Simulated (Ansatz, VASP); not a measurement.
# Two plane-wave programs on Al2Cu

```xyz
3
Lattice="4.1212 0.0000 0.0000 0.0000 4.1212 0.0000 0.0000 0.0000 2.8847" Properties=species:S:1:pos:R:3 pbc="T T T"
Al    2.0979    0.0000    1.4424
Al   -0.4880    2.0606    1.4424
Cu    0.1914    0.0000    0.0000
```

Change from the starting cell: mode 4 frozen in at -0.488 Å and mode 9 at +0.000 Å (largest displacements).

Alike in both runs: task single point; functional PBE; k mesh 10 × 10 × 14; occupations gaussian, width 0.15 eV; no spin polarisation.

|  | VASP | Ansatz |
| --- | --- | --- |
| version | VASP 6.6.1 | Ansatz 0.2.0 |
| potentials or method | VASP PAW PBE potentials, release 64 (Al, Cu) | scalar-relativistic, plane waves, PAW |
| plane-wave cutoff (eV) | 520 | 520 |
| valence electrons in the cell | 17 | 25 |

|  | VASP | Ansatz | Ansatz less VASP |
| --- | --- | --- | --- |
| gap on the k mesh at the Fermi level (eV) | none | none | - |
| pressure (GPa) | 3.5 | 3.3 | -0.22 |
| largest component of the traceless stress (GPa) | 3.78 | 3.78 | +0.005 |
| rms of the force components (eV/Å) | 0.544 | 0.551 | +0.0069 |

Atom by atom the forces differ by 0.007 eV/Å (rms over components). A gap of «none» marks a metal or a gap that the smearing closes. The functional is the same, so the differences come from potentials, cutoffs and numerics. The two sets of potentials don't hold the same shells in valence.

Caveats: forces of over 1 eV/Å show positions far from the minimum, so gaps and moduli don't describe the material at rest.
